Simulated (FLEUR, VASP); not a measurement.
Stiffness of cubic InP

The cell as given, ahead of any relaxation:

```xyz
2
Lattice="0.0000 2.9305 2.9305 2.9305 0.0000 2.9305 2.9305 2.9305 0.0000" Properties=species:S:1:pos:R:3 pbc="T T T"
In    0.0000    0.0000    0.0000
P     4.3957    4.3957    4.3957
```

Constants in GPa on the cubic axes, for the cell relaxed at the run's level, with the atoms relaxed in the strained cells where symmetry lets them move; no spin polarisation, no spin-orbit coupling. Meshes are those of the run's cell of 2 atoms. Occupations: fermi-dirac 0.05 eV (run 1); fermi-dirac 0.05 eV (run 2). Space group F-43m.

```csv
run,level,program and potentials,k mesh,cell,C11,C12,C44
1,LDA,"VASP, LDA PAW files In_d, P, 600 eV",6 × 6 × 6,"relaxed, 24.75 Å³ an atom",101.1,56.8,45.7
2,PBE,"VASP, PBE PAW files In_d, P, 600 eV",6 × 6 × 6,"relaxed, 26.44 Å³ an atom",87.4,45.8,41.6
```

For run 1, work out the bulk, shear and Young's moduli of a random polycrystal, Poisson's ratio and the anisotropy, and test the cell's stability.

From the values as printed: B = (C11 + 2 C12)/3 = 71.6 GPa. Voigt: G_V = (C11 - C12 + 3 C44)/5 = 36.3; Reuss: G_R = 5 C44 (C11 - C12)/[4 C44 + 3 (C11 - C12)] = 32.1; Hill's mean, from the unrounded bounds, G = 34.2 GPa. Young's modulus E = 9BG/(3B + G) = 88.5 GPa, Poisson's ratio ν = (3B - 2G)/[2(3B + G)] = 0.294. Zener's ratio 2 C44/(C11 - C12) = 2.06, so the crystal is stiffest along ⟨111⟩ and softest along ⟨100⟩. C11 > |C12|, C11 + 2 C12 > 0 and C44 > 0 hold, so the cell is stable against small uniform strains, which says nothing of soft phonons. An equation of state at this level (FLEUR, all-electron, FLAPW; mesh 8 × 8 × 8) gives B0 = 71.4 GPa at its minimum of 24.72 Å³ an atom, against 24.75 here. Measured bulk modulus: 71 GPa (a printed reference work); the runs are for a static lattice. Over the runs shown B spans 59.7 to 71.6 GPa and C44 41.6 to 45.7.
